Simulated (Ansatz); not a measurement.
# Cd4F: balancing the decomposition

The calculation used DFT PBE, scalar-relativistic, plane waves, PAW in Ansatz. Settings: cutoff 420 eV, Γ-centred meshes spaced at most about 0.3 Å⁻¹, and about 0.25 Å⁻¹ or finer for metals (2π included), Gaussian smearing. No spin polarisation.

Energies over the elements count from the elements' standard structures at the same level (F₂ as a molecule), with no fitted energy shifts.

These are static total energies at zero pressure.

A trial structure of Cd4F (reached from: ordered vacancies on the anion sites of antifluorite; relaxed: space group P4/mmm (No. 123), a = 4.169 Å, c = 6.837 Å) has a formation energy of -0.398 eV/atom. At its composition the lowest mixture among the elements and 1 reference phase computed alike (others may be missing) consists of these:

| phase | source | ΔE_f (eV/atom) |
| --- | --- | --- |
| Cd (solid) | element | -0.003 |
| CdF2 (Fm-3m) | COD | -2.177 |

The lowest database cell of Cd (-0.003) lies slightly below the reference, hence the non-zero entry.

Q: Write the balanced decomposition and find its energy per atom, per formula unit and per mole of formula units.

A: Balancing Cd and F gives 2 Cd4F → 7 Cd + CdF2. The left side holds 10 atoms, and the products take 7/10 (Cd) and 3/10 (CdF2) of them. The mixture therefore lies at 7/10 × (-0.003) + 3/10 × (-2.177) = -0.655 eV/atom. The reaction energy is -0.655 − (-0.398) = -0.257 eV/atom. Times 5 atoms that is -1.285 eV per Cd4F, and times 96.485 it is -124 kJ per mole of Cd4F. Decomposition is downhill, so the trial structure is unstable against this mixture.
